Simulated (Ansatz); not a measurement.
# AlN (P6_3mc): the host for defect calculations, part 3 of 3

Aim: the runs on the perfect crystal AlN (P6_3mc) that a defect calculation needs first.

Ansatz 0.2.0; plane-wave PAW DFT, r2SCAN; relaxation of the host's cell and atoms (the session's first sound run).

So far: The structure; Host cell relaxation; Primitive cell on a dense mesh; Self-consistent run; Defect free supercell relaxed from its symmetric sites.

## 6. Defect free supercell relaxed from displaced atoms

This step: plane-wave PAW DFT, r2SCAN; relaxation of the defect-free supercell from random displacements, a test of the host's stability (Ansatz 0.2.0).

pristine.rattled/input.yaml reads:

```yaml
crystal:
  lattice:
    - [9.3200881827, 8.6e-08, 0.0]
    - [-4.6600441658, 8.0714330888, 0.0]
    - [0.0, 0.0, 9.957120705]
  atoms:
    - { symbol: Al, position: [0.2222222222, 0.1111111111, 0.2496022559] }
    - { symbol: Al, position: [0.1111111111, 0.2222222222, 0.4996022559] }
    - { symbol: "N", position: [0.2222222222, 0.1111111111, 0.4403977441] }
    - { symbol: "N", position: [0.1111111111, 0.2222222222, 0.1903977441] }
    - { symbol: Al, position: [0.2222222222, 0.1111111111, 0.7496022559] }
    - { symbol: Al, position: [0.1111111111, 0.2222222222, 0.9996022559] }
    - { symbol: "N", position: [0.2222222222, 0.1111111111, 0.9403977441] }
    - { symbol: "N", position: [0.1111111111, 0.2222222222, 0.6903977441] }
    - { symbol: Al, position: [0.2222222222, 0.4444444444, 0.2496022559] }
    - { symbol: Al, position: [0.1111111111, 0.5555555556, 0.4996022559] }
    - { symbol: "N", position: [0.2222222222, 0.4444444444, 0.4403977441] }
    - { symbol: "N", position: [0.1111111111, 0.5555555556, 0.1903977441] }
    - { symbol: Al, position: [0.2222222222, 0.4444444444, 0.7496022559] }
    - { symbol: Al, position: [0.1111111111, 0.5555555556, 0.9996022559] }
    - { symbol: "N", position: [0.2222222222, 0.4444444444, 0.9403977441] }
    - { symbol: "N", position: [0.1111111111, 0.5555555556, 0.6903977441] }
    - { symbol: Al, position: [0.2222222222, 0.7777777778, 0.2496022559] }
    - { symbol: Al, position: [0.1111111111, 0.8888888889, 0.4996022559] }
    - { symbol: "N", position: [0.2222222222, 0.7777777778, 0.4403977441] }
    - { symbol: "N", position: [0.1111111111, 0.8888888889, 0.1903977441] }
    - { symbol: Al, position: [0.2222222222, 0.7777777778, 0.7496022559] }
    - { symbol: Al, position: [0.1111111111, 0.8888888889, 0.9996022559] }
    - { symbol: "N", position: [0.2222222222, 0.7777777778, 0.9403977441] }
    - { symbol: "N", position: [0.1111111111, 0.8888888889, 0.6903977441] }
    - { symbol: Al, position: [0.5555555556, 0.1111111111, 0.2496022559] }
    - { symbol: Al, position: [0.4444444444, 0.2222222222, 0.4996022559] }
    - { symbol: "N", position: [0.5555555556, 0.1111111111, 0.4403977441] }
    - { symbol: "N", position: [0.4444444444, 0.2222222222, 0.1903977441] }
    - { symbol: Al, position: [0.5555555556, 0.1111111111, 0.7496022559] }
    - { symbol: Al, position: [0.4444444444, 0.2222222222, 0.9996022559] }
    - { symbol: "N", position: [0.5555555556, 0.1111111111, 0.9403977441] }
    - { symbol: "N", position: [0.4444444444, 0.2222222222, 0.6903977441] }
    - { symbol: Al, position: [0.5555555556, 0.4444444444, 0.2496022559] }
    - { symbol: Al, position: [0.4444444444, 0.5555555556, 0.4996022559] }
    - { symbol: "N", position: [0.5555555556, 0.4444444444, 0.4403977441] }
    - { symbol: "N", position: [0.4444444444, 0.5555555556, 0.1903977441] }
    - { symbol: Al, position: [0.5555555556, 0.4444444444, 0.7496022559] }
    - { symbol: Al, position: [0.4444444444, 0.5555555556, 0.9996022559] }
    - { symbol: "N", position: [0.5555555556, 0.4444444444, 0.9403977441] }
    - { symbol: "N", position: [0.4444444444, 0.5555555556, 0.6903977441] }
    - { symbol: Al, position: [0.5555555556, 0.7777777778, 0.2496022559] }
    - { symbol: Al, position: [0.4444444444, 0.8888888889, 0.4996022559] }
    - { symbol: "N", position: [0.5555555556, 0.7777777778, 0.4403977441] }
    - { symbol: "N", position: [0.4444444444, 0.8888888889, 0.1903977441] }
    - { symbol: Al, position: [0.5555555556, 0.7777777778, 0.7496022559] }
    - { symbol: Al, position: [0.4444444444, 0.8888888889, 0.9996022559] }
    - { symbol: "N", position: [0.5555555556, 0.7777777778, 0.9403977441] }
    - { symbol: "N", position: [0.4444444444, 0.8888888889, 0.6903977441] }
    - { symbol: Al, position: [0.8888888889, 0.1111111111, 0.2496022559] }
    - { symbol: Al, position: [0.7777777778, 0.2222222222, 0.4996022559] }
    - { symbol: "N", position: [0.8888888889, 0.1111111111, 0.4403977441] }
    - { symbol: "N", position: [0.7777777778, 0.2222222222, 0.1903977441] }
    - { symbol: Al, position: [0.8888888889, 0.1111111111, 0.7496022559] }
    - { symbol: Al, position: [0.7777777778, 0.2222222222, 0.9996022559] }
    - { symbol: "N", position: [0.8888888889, 0.1111111111, 0.9403977441] }
    - { symbol: "N", position: [0.7777777778, 0.2222222222, 0.6903977441] }
    - { symbol: Al, position: [0.8888888889, 0.4444444444, 0.2496022559] }
    - { symbol: Al, position: [0.7777777778, 0.5555555556, 0.4996022559] }
    - { symbol: "N", position: [0.8888888889, 0.4444444444, 0.4403977441] }
    - { symbol: "N", position: [0.7777777778, 0.5555555556, 0.1903977441] }
    - { symbol: Al, position: [0.8888888889, 0.4444444444, 0.7496022559] }
    - { symbol: Al, position: [0.7777777778, 0.5555555556, 0.9996022559] }
    - { symbol: "N", position: [0.8888888889, 0.4444444444, 0.9403977441] }
    - { symbol: "N", position: [0.7777777778, 0.5555555556, 0.6903977441] }
    - { symbol: Al, position: [0.8888888889, 0.7777777778, 0.2496022559] }
    - { symbol: Al, position: [0.7777777778, 0.8888888889, 0.4996022559] }
    - { symbol: "N", position: [0.8888888889, 0.7777777778, 0.4403977441] }
    - { symbol: "N", position: [0.7777777778, 0.8888888889, 0.1903977441] }
    - { symbol: Al, position: [0.8888888889, 0.7777777778, 0.7496022559] }
    - { symbol: Al, position: [0.7777777778, 0.8888888889, 0.9996022559] }
    - { symbol: "N", position: [0.8888888889, 0.7777777778, 0.9403977441] }
    - { symbol: "N", position: [0.7777777778, 0.8888888889, 0.6903977441] }
basis:
  ecutwfc: 500
  xc_grid: 2
hamiltonian:
  xc: r2scan
kpoints:
  mp_grid: { grid: [1, 1, 1], shift: [0.25, 0.25, 0.25] }
scf:
  occupations: { method: fermi_dirac, width: 0.01 }
  max_iter: 80
output:
  forces: true
relax:
  f_tol: 0.01
  max_steps: 120
  random_displacement: { amplitude: 0.08, seed: 6766 }
checkpoint:
  write: "../pristine.rattled.run"
  compress: false
  write_wavefunctions: false
  write_every: 100000
```

Command:

```sh
$ ansatz run input.yaml --threads 4 --pin off --max-ram 7536MiB --backend cpu --events-out ev --progress --plain --runs-dir out
```

Numbers of over 12 decimals in the logs are rounded to 6 here.

Log:

```text
[...]
Crystal: 72 atoms, lattice volume = 749.039 Å³
Basis set: ecut = 500 eV, 18913 PW (Γ), exchange–correlation on 144×144×150 points (8 copies of the dense FFT grid, shifted against one another)
Bands: 216, of which v1, the nominal top of the filled ones, is band 144 counted from 1 (143 counted from 0)
Symmetry: 1 space group operations
k-points: 1
[...]
SCF iter   1: F=—  HF=-33419.099340 eV  |F-HF|=—  |Δ(HF+E_count)|=         —  Δρ=6.28e-3  dr2=2.76e-1  dr2_τ=5.62e0  ethr=1.77e-3  ⟨swp⟩=6.0  Hψ=985  notcnv=0  defer=36
[...]
SCF iter   7: F=-33421.609527 eV  HF=-33421.609527 eV  |F-HF|=3.97e-8  |Δ(HF+E_count)|=   1.95e-7  Δρ=1.01e-5  dr2=6.42e-7  dr2_τ=2.77e-8  ethr=8.68e-10  ⟨swp⟩=4.0  Hψ=538  notcnv=0
SCF 1 converged in 7 iterations: F = -33421.609527 eV  dr2 = 6.42e-7
[...]
relax step   1: F+E_penalty+E_count = -33421.60952729 eV  Δ(F+E_penalty+E_count) = +0.000e0 eV  max|allowed force component| = 3.529e0 eV/Å  Δτ_max = 0.0000 Å  (7 SCF iters, dr2 threshold 2.50e-6 eV, accepted)
[...]
relax step   2: F+E_penalty+E_count = -33425.12506089 eV  Δ(F+E_penalty+E_count) = -3.516e0 eV  max|allowed force component| = 1.846e0 eV/Å  Δτ_max = 0.0828 Å  (6 SCF iters, dr2 threshold 1.00e-4 eV, accepted)
relax step   3: F+E_penalty+E_count = -33426.46937606 eV  Δ(F+E_penalty+E_count) = -1.344e0 eV  max|allowed force component| = 4.243e-2 eV/Å  Δτ_max = 0.0713 Å  (6 SCF iters, dr2 threshold 1.00e-4 eV, accepted)
relax step   4: F+E_penalty+E_count = -33426.46937743 eV  Δ(F+E_penalty+E_count) = -1.366e-6 eV  max|allowed force component| = 4.255e-2 eV/Å  Δτ_max = 0.0000 Å  (4 SCF iters, accepted)
relax step   5: F+E_penalty+E_count = -33426.46151156 eV  Δ(F+E_penalty+E_count) = +7.866e-3 eV  max|allowed force component| = 1.188e-1 eV/Å  Δτ_max = 0.0077 Å  (6 SCF iters, dr2 threshold 1.13e-7 eV, rejected (line search))
relax step   6: F+E_penalty+E_count = -33426.47077977 eV  Δ(F+E_penalty+E_count) = -1.402e-3 eV  max|allowed force component| = 1.095e-2 eV/Å  Δτ_max = 0.0034 Å  (6 SCF iters, accepted)
SCF iter   1: F=—  HF=-33426.471422 eV  |F-HF|=—  |Δ(HF+E_count)|=         —  Δρ=5.73e-5  dr2=2.75e-5  dr2_τ=9.06e-5  ethr=1.79e-7  ⟨swp⟩=2.0  Hψ=349  notcnv=0  defer=14
[...]
SCF iter   4: F=-33426.470831 eV  HF=-33426.470831 eV  |F-HF|=1.35e-9  |Δ(HF+E_count)|=   2.67e-9  Δρ=2.71e-6  dr2=5.03e-8  dr2_τ=2.71e-9  ethr=3.47e-11  ⟨swp⟩=4.0  Hψ=535  notcnv=0
SCF 7 converged in 4 iterations: F = -33426.470831 eV  dr2 = 5.03e-8
relax step   7: F+E_penalty+E_count = -33426.47083095 eV  Δ(F+E_penalty+E_count) = -5.118e-5 eV  max|allowed force component| = 2.457e-3 eV/Å  Δτ_max = 0.0006 Å  (4 SCF iters, accepted)
[...]
SCF iter   2: F=-33426.470831 eV  HF=-33426.470831 eV  |F-HF|=4.09e-9  |Δ(HF+E_count)|=   1.00e-8  Δρ=1.61e-6  dr2=1.67e-8  dr2_τ=6.50e-10  ethr=1.74e-11  ⟨swp⟩=3.0  Hψ=446  notcnv=0
SCF 8 converged in 2 iterations: F = -33426.470831 eV  dr2 = 1.67e-8
SCF converged after 2 iterations
Free energy (F): -33426.470831 eV
[...]
Internal energy: -33426.470831 eV  (E = F + TS)
E sigma→0 (E₀):  -33426.470831 eV
Fermi energy:    9.769736 eV
[...]
--- Forces (eV/Å), atoms counted from 1 ---
  atom   1  Al     0.00045595     0.00043977     0.00122032
  atom   2  Al    -0.00048167     0.00070571    -0.00040375
  atom   3  N      0.00079784     0.00025736    -0.00087172
  atom   4  N     -0.00092640    -0.00067280    -0.00021103
  atom   5  Al     0.00046341    -0.00046235     0.00023991
  atom   6  Al    -0.00043121    -0.00056319     0.00195272
  atom   7  N      0.00065540    -0.00029499    -0.00028938
  atom   8  N     -0.00043938    -0.00123749    -0.00092228
  atom   9  Al     0.00078323    -0.00055785     0.00112113
  atom  10  Al    -0.00079473     0.00068130     0.00001749
  atom  11  N      0.00123434     0.00054301     0.00041759
  atom  12  N     -0.00036319    -0.00043056    -0.00101567
  atom  13  Al     0.00053956     0.00219408    -0.00081952
  atom  14  Al    -0.00030646    -0.00030563     0.00164039
  atom  15  N      0.00093293     0.00023399    -0.00026427
  atom  16  N     -0.00091676    -0.00104249     0.00000117
  atom  17  Al    -0.00006677     0.00000738     0.00156335
  atom  18  Al    -0.00032373     0.00047526     0.00075042
  atom  19  N      0.00127572     0.00014275    -0.00073598
  atom  20  N     -0.00047336     0.00012479    -0.00064447
  atom  21  Al     0.00071138     0.00174289    -0.00160406
  atom  22  Al     0.00018030     0.00039537     0.00096302
  atom  23  N      0.00061007     0.00039608     0.00086953
  atom  24  N     -0.00038365    -0.00099601    -0.00011746
  atom  25  Al    -0.00061177     0.00031680     0.00009585
  atom  26  Al    -0.00145827    -0.00122335     0.00037403
  atom  27  N      0.00046445     0.00060845    -0.00001203
  atom  28  N     -0.00076934    -0.00028177     0.00064043
  atom  29  Al     0.00091392    -0.00057390    -0.00137227
  atom  30  Al    -0.00026845    -0.00079598     0.00104882
  atom  31  N     -0.00005922    -0.00012081     0.00093664
  atom  32  N     -0.00113132    -0.00161723    -0.00070742
  atom  33  Al     0.00052962    -0.00016317    -0.00029562
  atom  34  Al    -0.00207487     0.00046373    -0.00066407
  atom  35  N      0.00086213     0.00027632     0.00005522
  atom  36  N     -0.00062668    -0.00072383     0.00125703
  atom  37  Al     0.00049035     0.00079401    -0.00054560
  atom  38  Al    -0.00003710     0.00014295     0.00000118
  atom  39  N      0.00036991     0.00023721     0.00043635
  atom  40  N     -0.00155594    -0.00079093     0.00052356
[...]
atom  61  Al     0.00214947     0.00153751    -0.00024572
  atom  62  Al    -0.00142892    -0.00058240     0.00171607
  atom  63  N      0.00095634     0.00011744    -0.00005545
  atom  64  N     -0.00064586    -0.00068370    -0.00018727
  atom  65  Al     0.00025428    -0.00027002     0.00099751
  atom  66  Al     0.00043303     0.00006732    -0.00051725
  atom  67  N      0.00060820    -0.00086406     0.00023828
  atom  68  N     -0.00023232     0.00091254     0.00120809
  atom  69  Al     0.00091105     0.00244468    -0.00147448
  atom  70  Al    -0.00030340     0.00057580    -0.00079804
  atom  71  N      0.00079805     0.00030520     0.00045470
  atom  72  N     -0.00054644    -0.00044504     0.00104680
  max |Σ_I F_I| component: 9.53e-3 eV/Å
--- Relaxed structure (7 steps of the walk, 6 accepted, 0 SCFs on fresh bases) ---
  F+E_penalty+E_count = -33426.47083095 eV   max|allowed force component| = 2.457e-3 eV/Å
  atoms:
    - { symbol: Al, position: [0.221895, 0.110572, 0.249127] }
    - { symbol: Al, position: [0.110748, 0.221697, 0.499183] }
    - { symbol: N, position: [0.221700, 0.110752, 0.439788] }
    - { symbol: N, position: [0.110951, 0.221527, 0.189800] }
    - { symbol: Al, position: [0.221894, 0.110573, 0.749130] }
    - { symbol: Al, position: [0.110757, 0.221711, 0.999168] }
    - { symbol: N, position: [0.221705, 0.110762, 0.939781] }
    - { symbol: N, position: [0.110939, 0.221520, 0.689813] }
    - { symbol: Al, position: [0.221893, 0.443911, 0.249125] }
    - { symbol: Al, position: [0.110749, 0.555030, 0.499180] }
    - { symbol: N, position: [0.221693, 0.444079, 0.439779] }
    - { symbol: N, position: [0.110944, 0.554860, 0.189804] }
    - { symbol: Al, position: [0.221880, 0.443889, 0.749139] }
    - { symbol: Al, position: [0.110754, 0.555047, 0.999170] }
    - { symbol: N, position: [0.221697, 0.444091, 0.939785] }
    - { symbol: N, position: [0.110939, 0.554850, 0.689809] }
    - { symbol: Al, position: [0.221895, 0.777241, 0.249128] }
    - { symbol: Al, position: [0.110747, 0.888366, 0.499179] }
    - { symbol: N, position: [0.221694, 0.777416, 0.439786] }
    - { symbol: N, position: [0.110944, 0.888189, 0.189803] }
    - { symbol: Al, position: [0.221883, 0.777226, 0.749138] }
    - { symbol: Al, position: [0.110751, 0.888377, 0.999172] }
    - { symbol: N, position: [0.221699, 0.777425, 0.939779] }
    - { symbol: N, position: [0.110939, 0.888188, 0.689810] }
    - { symbol: Al, position: [0.555233, 0.110568, 0.249128] }
    - { symbol: Al, position: [0.444097, 0.221711, 0.499178] }
    - { symbol: N, position: [0.555030, 0.110748, 0.439780] }
    - { symbol: N, position: [0.444285, 0.221523, 0.189800] }
    - { symbol: Al, position: [0.555224, 0.110572, 0.749143] }
    - { symbol: Al, position: [0.444095, 0.221715, 0.999173] }
    - { symbol: N, position: [0.555043, 0.110762, 0.939781] }
    - { symbol: N, position: [0.444287, 0.221531, 0.689810] }
    - { symbol: Al, position: [0.555227, 0.443908, 0.249130] }
    - { symbol: Al, position: [0.444087, 0.555032, 0.499184] }
    - { symbol: N, position: [0.555030, 0.444086, 0.439780] }
    - { symbol: N, position: [0.444282, 0.554863, 0.189798] }
    - { symbol: Al, position: [0.555219, 0.443900, 0.749140] }
    - { symbol: Al, position: [0.444086, 0.555044, 0.999178] }
    - { symbol: N, position: [0.555035, 0.444093, 0.939782] }
    - { symbol: N, position: [0.444275, 0.554848, 0.689806] }
    - { symbol: Al, position: [0.555226, 0.777238, 0.249145] }
    - { symbol: Al, position: [0.444087, 0.888376, 0.499188] }
    - { symbol: N, position: [0.555030, 0.777420, 0.439786] }
    - { symbol: N, position: [0.444278, 0.888183, 0.189797] }
    - { symbol: Al, position: [0.555218, 0.777223, 0.749140] }
    - { symbol: Al, position: [0.444091, 0.888377, 0.999177] }
    - { symbol: N, position: [0.555033, 0.777422, 0.939771] }
    - { symbol: N, position: [0.444280, 0.888189, 0.689807] }
    - { symbol: Al, position: [0.888564, 0.110575, 0.249133] }
    - { symbol: Al, position: [0.777413, 0.221703, 0.499182] }
    - { symbol: N, position: [0.888362, 0.110755, 0.439777] }
    - { symbol: N, position: [0.777616, 0.221525, 0.189800] }
    - { symbol: Al, position: [0.888548, 0.110560, 0.749137] }
    - { symbol: Al, position: [0.777434, 0.221721, 0.999175] }
    - { symbol: N, position: [0.888367, 0.110758, 0.939780] }
    - { symbol: N, position: [0.777610, 0.221522, 0.689804] }
    - { symbol: Al, position: [0.888561, 0.443907, 0.249130] }
    - { symbol: Al, position: [0.777412, 0.555038, 0.499184] }
    - { symbol: N, position: [0.888356, 0.444083, 0.439782] }
    - { symbol: N, position: [0.777612, 0.554857, 0.189798] }
    - { symbol: Al, position: [0.888541, 0.443893, 0.749131] }
    - { symbol: Al, position: [0.777427, 0.555047, 0.999171] }
    - { symbol: N, position: [0.888366, 0.444094, 0.939778] }
    - { symbol: N, position: [0.777604, 0.554853, 0.689809] }
    - { symbol: Al, position: [0.888559, 0.777240, 0.249127] }
    - { symbol: Al, position: [0.777414, 0.888374, 0.499183] }
    - { symbol: N, position: [0.888361, 0.777425, 0.439780] }
    - { symbol: N, position: [0.777604, 0.888184, 0.189800] }
    - { symbol: Al, position: [0.888545, 0.777224, 0.749141] }
    - { symbol: Al, position: [0.777414, 0.888373, 0.999184] }
    - { symbol: N, position: [0.888361, 0.777424, 0.939782] }
    - { symbol: N, position: [0.777605, 0.888183, 0.689803] }
```

Wall time 68 s (4 threads of Arm Neoverse V1, shared host); peak memory 1.5 GiB.

Relaxation path:

| step | energy less that of the first step (eV) | largest force component (eV/Å) |
| --- | --- | --- |
| 1 | 0.0000 | 3.5295 |
| 2 | -3.5155 | 1.8457 |
| 3 | -4.8598 | 0.0424 |
| 4 | -4.8599 | 0.0425 |
| 5 | -4.8520 | 0.1188 |
| 6 | -4.8613 | 0.0110 |
| 7 | -4.8613 | 0.0025 |

Relaxation step 5 was tried and not accepted.

The relaxation ends 68 meV an atom lower than the displaced start, with a largest force component of 0.0025 eV/Å.

## 7. Results

| Quantity | Value |
| --- | --- |
| primitive cell vectors, lengths | 3.107, 3.107, 4.979 Å |
| supercell relaxed in its symmetry less the displaced and relaxed one | 0.000 eV |
| energy an atom at one point at (¼, ¼, ¼) less that on the dense mesh | -0.014 eV |

Step 2: The cell shrank by 2.1 % in volume. Step 6: The energy fell by 4.861 eV from the randomly displaced start; the atoms end within 0.005 Å of the sites as typed, once the mean shift is taken out. The displaced cell ends within 0.01 eV of the symmetric one relaxed in its symmetry, so no lower structure shows in this supercell. All at zero temperature.

[Logs are printed without paths, hosts, clocks, repeated set-up lines and the standing remarks that a program may print on its own settings, such as how far it seeks lower states.]

[Hosts, paths, dates, database ids (printed as entryN), source tags and the programs' standing remarks are cut or masked in the printed files.]

[Runs of the host that timed out are not shown.]

[For some hosts the program warned that the k-mesh of the response run may be too coarse for force constants and the static dielectric constant; such warnings are not always shown.]
